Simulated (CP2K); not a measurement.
A run of CP2K 2026.2:

Contents of as_bands.inp:

```
&GLOBAL
  PROJECT as_bands
  RUN_TYPE ENERGY_FORCE
  PRINT_LEVEL LOW
&END GLOBAL
&FORCE_EVAL
  METHOD QS
  STRESS_TENSOR ANALYTICAL
  &DFT
    BASIS_SET_FILE_NAME BASIS_MOLOPT_UZH
    POTENTIAL_FILE_NAME POTENTIAL_UZH
    &MGRID
      CUTOFF 450
      REL_CUTOFF 60
      NGRIDS 4
    &END MGRID
    &QS
      METHOD GPW
      EPS_DEFAULT 1.0E-9
    &END QS
    &KPOINTS
      SCHEME MONKHORST-PACK 8 8 6
      GAMMA_CENTERED T
      SYMMETRY T
      SYMMETRY_BACKEND SPGLIB
    &END KPOINTS
    &SCF
      SCF_GUESS ATOMIC
      EPS_SCF 1.0E-6
      MAX_SCF 100
      ADDED_MOS 14
      CHOLESKY OFF
      EPS_EIGVAL 1.0E-7
      &DIAGONALIZATION ON
        ALGORITHM STANDARD
      &END DIAGONALIZATION
      &MIXING ON
        METHOD BROYDEN_MIXING
        ALPHA 0.4
        BETA 1.5
        NBUFFER 8
      &END MIXING
      &SMEAR ON
        METHOD FERMI_DIRAC
        ELECTRONIC_TEMPERATURE 580.23
      &END SMEAR
    &END SCF
    &XC
      &XC_FUNCTIONAL
        &GGA_X_PBE_SOL
        &END GGA_X_PBE_SOL
        &GGA_C_PBE_SOL
        &END GGA_C_PBE_SOL
      &END XC_FUNCTIONAL
    &END XC
    &PRINT
      &KPOINTS ON
      &END KPOINTS
      &MULLIKEN ON
      &END MULLIKEN
      &MO ON
        ENERGIES T
        OCCUPATION_NUMBERS T
        &EACH
          QS_SCF 0
        &END EACH
        ADD_LAST NUMERIC
      &END MO
      &LOWDIN ON
      &END LOWDIN
      &HIRSHFELD ON
        SHAPE_FUNCTION DENSITY
      &END HIRSHFELD
      &BAND_STRUCTURE
        FILE_NAME bands.bs
        ADDED_MOS 4
        &KPOINT_SET
          UNITS B_VECTOR
          NPOINTS 8
          SPECIAL_POINT GAMMA 0.00000000 0.00000000 0.00000000
          SPECIAL_POINT X 0.27752583 0.27752583 0.00000000
          SPECIAL_POINT S 0.00000000 0.50000000 0.00000000
          SPECIAL_POINT R 0.00000000 0.50000000 0.50000000
          SPECIAL_POINT A 0.27752583 0.27752583 0.50000000
          SPECIAL_POINT Z 0.00000000 0.00000000 0.50000000
          SPECIAL_POINT GAMMA 0.00000000 0.00000000 0.00000000
          SPECIAL_POINT Y -0.50000000 0.50000000 0.00000000
          SPECIAL_POINT X1 -0.27752583 0.72247417 0.00000000
          SPECIAL_POINT A1 -0.27752583 0.72247417 0.50000000
          SPECIAL_POINT T -0.50000000 0.50000000 0.50000000
          SPECIAL_POINT Y -0.50000000 0.50000000 0.00000000
        &END KPOINT_SET
        &KPOINT_SET
          UNITS B_VECTOR
          NPOINTS 8
          SPECIAL_POINT Z 0.00000000 0.00000000 0.50000000
          SPECIAL_POINT T -0.50000000 0.50000000 0.50000000
        &END KPOINT_SET
      &END BAND_STRUCTURE
    &END PRINT
  &END DFT
  &SUBSYS
    &CELL
      A 5.7948792050 0.0000000000 0.0000000000
      B -4.6453729315 3.4642654816 0.0000000000
      C 0.0000000000 0.0000000000 4.4700000000
      PERIODIC XYZ
    &END CELL
    &COORD
      SCALED
      As  0.3900000000 0.6100000000 0.5600000000
      As  0.8900000000 0.1100000000 0.9400000000
      As  0.6100000000 0.3900000000 0.4400000000
      As  0.1100000000 0.8900000000 0.0600000000
    &END COORD
    &KIND As
      BASIS_SET TZVP-MOLOPT-PBE-GTH-q5
      POTENTIAL GTH-PBE-q5
    &END KIND
    &PRINT
      &ATOMIC_COORDINATES ON
      &END ATOMIC_COORDINATES
      &CELL ON
      &END CELL
    &END PRINT
  &END SUBSYS
  &PRINT
    &FORCES ON
    &END FORCES
    &STRESS_TENSOR ON
    &END STRESS_TENSOR
  &END PRINT
&END FORCE_EVAL
```

Potentials or basis: POTENTIAL_UZH As GTH-PBE-q5; TZVP-MOLOPT-PBE-GTH basis.

The run is started by

```console
$ OMP_NUM_THREADS=1 mpirun -n 4 cp2k.psmp -i as_bands.inp -o as_bands.out
```

Hardware: 4 MPI ranks on Intel(R) Xeon(R) 6975P-C (Granite Rapids) (shared host).

Problem. Estimate the wall time of this run.

Solution. It took 9.3 s on 4 MPI ranks on Intel(R) Xeon(R) 6975P-C (Granite Rapids), with other jobs on the host. Counts: scf iterations 13, k points 84, basis 68, bands 24, force evaluations 1.
